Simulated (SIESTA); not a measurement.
# MgO under changes of volume

One of the cells (9.406 Å³/atom); the others are scaled copies at fixed shape and fractional positions:

```
Mg O
1.0
     0.00000    2.11089    2.11089
     2.11089    0.00000    2.11089
     2.11089    2.11089    0.00000
Mg O
1 1
Cartesian
  0.0000 0.0000 0.0000
  2.1109 2.1109 2.1109
```

The cell is a database's computed one.

```yaml
Program: SIESTA 5.4.2
Functional: PBE
Potentials_or_basis: PseudoDojo 0.4 standard (PBE files)
Basis: DZP (energy shift 0.002 Ry)
Grid_cutoff: 800 Ry
Energy_shift: 0.002 Ry
k_mesh: 11 × 11 × 11
Occupations: fermi-dirac, width 0.05 eV
Spin: no spin polarisation
```

```csv
volume (Å³/atom),energy over the lowest point (meV/atom),pressure (GPa),gap on the mesh (eV)
8.668,?,?,?
8.853,45.46,17.7,5.17
9.037,27.52,13.5,4.95
9.406,5.63,5.7,4.54
9.590,1.01,2.4,4.35
9.775,0.00,-0.6,4.17
```

**Question.** What does the run at 8.668 Å³/atom give?

**Answer.** Energy over the lowest point 68.65 meV/atom; pressure 22.7 GPa; gap on the mesh 5.40 eV.

Worked out: A Birch-Murnaghan fit of order 3 (a polynomial in V^(-2/3)) to the other rows has its minimum at 9.73 Å³/atom with B0 = V·E''(V) = 158 GPa and B' = 3.8. It gives 68.86 meV/atom at 8.668 Å³/atom, against the run's 68.65, and -dE/dV = 22.7 GPa, against 22.7. A straight line through the other rows of the gap, of slope -10.1 eV per unit of ln V (its deformation potential), extrapolates to 5.38 eV, against the run's 5.40.

Energies are extrapolated to zero smearing.

Caveats: semicore shells carry a single zeta, which can move pressures by several GPa and volumes by a few percent; an odd mesh through Γ misses points on the zone boundary, where band edges often lie; the basis of atomic orbitals isn't converged, which shifts pressures, moduli and gaps.
